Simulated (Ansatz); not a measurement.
**Li2O: energy against volume in PBE, exact exchange and the RPA**

The task here is to estimate one member of a computed series from the others.

Program: Ansatz 0.2.0. PBE orbitals, norm-conserving pseudopotentials, plane waves. Spin-unpolarised throughout; all numbers are computed.

## The system as given

The cell was relaxed beforehand with r2SCAN; volume changes: +0 %, -5 %, +5 %, -10 %, +10 %.

Space group Fm-3m (No. 225), cubic; conventional cell a = 4.573 Å, 7.97 Å³ an atom. Li has 4 O at 1.98 Å; O has 8 Li at 1.98 Å.

The structure in full:

Space group Fm-3m (No. 225). a = 4.573 Å, b = 4.573 Å, c = 4.573 Å, α = 90.00°, β = 90.00°, γ = 90.00°
```
atom  site  symmetry       x       y       z
  Li    8c      -43m  0.2500  0.2500  0.7500
   O    4a      m-3m  0.0000  0.0000  0.0000
```

The first run:

input.yaml

```yaml
crystal:
  lattice:
    - [0.0, 2.2863695377, 2.2863695377]
    - [2.2863695377, 0.0, 2.2863695377]
    - [2.2863695377, 2.2863695377, 0.0]
  atoms:
    - { symbol: Li, position: [0.75, 0.75, 0.75] }
    - { symbol: Li, position: [0.25, 0.25, 0.25] }
    - { symbol: O, position: [0.0, 0.0, 0.0] }
kpoints:
  mp_grid: { grid: [6, 6, 6] }
hamiltonian:
  xc: pbe
  pseudopotentials: { kind: nc }
scf:
  occupations: { method: fixed }
output:
  rpa_energy:
    ecut_chi_ladder: [215, 241, 268, 297, 326]
    long_wavelength: optical_limit
basis:
  ecutwfc: 1240.0
```

Among the steps run: The unscaled cell; Volume -5 %; Volume +5 %; Volume -10 %; Volume +10 %.

One table of the session follows, with a row left open; its other results are not shown here.

Energies in meV/atom from the unscaled cell:

| volume (Å³/atom) | PBE | exact exchange | EXX+RPA | RPA correlation |
| --- | --- | --- | --- | --- |
| 7.171 | 40.5 | 23.2 | 29.5 | 6.3 |
| 7.570 | ? | ? | ? | ? |
| 7.968 | 0.0 | 0.0 | 0.0 | 0.0 |
| 8.366 | -1.8 | 7.7 | 2.1 | -5.5 |
| 8.765 | 5.4 | 24.5 | 13.4 | -11.2 |

Q: Estimate the row for volume (Å³/atom) = 7.570 from the others.

Worked estimate for «PBE». A straight line through the neighbours (7.171, 40.5) and (7.968, 0.0) gives 40.5 + (0.0 − 40.5) × (7.570 − 7.171) / (7.968 − 7.171) = 20.2; a parabola fitted to 3 rows on both sides gives 14.1.

**Answer.** PBE: 13.0; exact exchange: 4.1; EXX+RPA: 8.3; RPA correlation: 4.2. In «PBE» the line misses by +7.2 and the parabola by +1.1.

To keep in mind: The curve is too rough to resolve B₀ and B₀′ of EXX+RPA; its minimum, near 8.1 Å³/atom, is a rough guide.
